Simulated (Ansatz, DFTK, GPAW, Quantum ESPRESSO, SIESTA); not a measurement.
One calculation of Nb, 8 ways

```
CELL_PARAMETERS angstrom
-1.66395 1.66395 1.66395
1.66395 -1.66395 1.66395
1.66395 1.66395 -1.66395
ATOMIC_POSITIONS crystal
Nb 0.00000 0.00000 0.00000
```

Alike in all runs: task band structure; functional PBEsol; k mesh 11 × 11 × 11; occupations fermi-dirac, width 0.05 eV; no spin polarisation; no spin-orbit coupling. Pressure is positive in compression and, in plane waves, holds the error of the finite cutoff, which Ansatz's Pulay term estimates and takes out.

| program and potentials | plane-wave cutoff (eV) | notes | pressure (GPa) |
| --- | --- | --- | --- |
| DFTK, SG15 1.2 (PBE) | 1225 | potentials made for PBE | ? |
| Quantum ESPRESSO, SG15 PBE 1.2 | 952 | potentials made for PBE | -7.62 |
| Quantum ESPRESSO, GBRV 1.5 PBEsol | 612 | - | -8.31 |
| Quantum ESPRESSO, PseudoDojo 0.4.1 SR PBEsol standard | 1116 | - | -7.61 |
| SIESTA, files PseudoDojo sr-pbesol-0.4.1-standard, DZP (energy shift 0.003 Ry; two zetas on semicore shells) | - | atomic basis | -6.44 |
| GPAW, PAW data sets generated for this functional | 600 | - | -8.45 |
| Ansatz, all-electron LAPW, scalar-relativistic | - | - | -7.80 |
| Ansatz, PAW datasets made for the crystal | 240 | - | -7.80 |

Problem. Estimate from the other rows what the run with DFTK, SG15 1.2 (PBE) gave.

Solution. Pressure -7.34 GPa. The other rows, which needn't bracket it: pressure -8.45 to -6.44.
